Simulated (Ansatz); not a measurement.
# Band transport in AlRu

All numbers below come from DFT PBE, scalar-relativistic, plane waves, PAW (Ansatz). Plane waves to 420 eV; Γ-centred k mesh 14×14×14; Fermi-Dirac smearing of 0.15 eV. No spin polarisation.

Equilibrium structure at this level:
```
Al Ru
1.0
     3.00616    0.00000    0.00000
     0.00000    3.00616    0.00000
     0.00000    0.00000    3.00616
Al Ru
1 1
Direct
  0.00000 0.00000 0.00000
  0.50000 0.50000 0.50000
```

In a metal these results depend on the k mesh and the smearing.

Constant relaxation time and rigid bands. The levels are interpolated over the whole zone and filled by a Fermi function at the stated temperature, with the chemical potential set by the electron count. Seebeck coefficients of a few μV/K are small differences and uncertain even in sign.

Question: Give the Drude plasma energies, the density of states at the chemical potential and σ/τ at 300 K.

Answer:
```
Plasma energy xx, yy, zz                : 7.67, 7.67, 7.67 eV
Density of states (thermally broadened) : 1.67 states/eV/cell
Conductivity over τ, xx, yy, zz         : 12.0, 12.0, 12.0 ×10²⁰ (Ω·m·s)⁻¹
```

Question: And the Seebeck coefficient (μV/K)?

Answer:
```tsv
T (K)	Sxx	Syy	Szz
300	6.1	6.1	6.1
600	12.2	12.2	12.2
900	17.6	17.6	17.6
```

Cost: 1 run of about 0.83 core-minutes, on AMD EPYC 7R13 Processor (Zen 3) (shared hosts).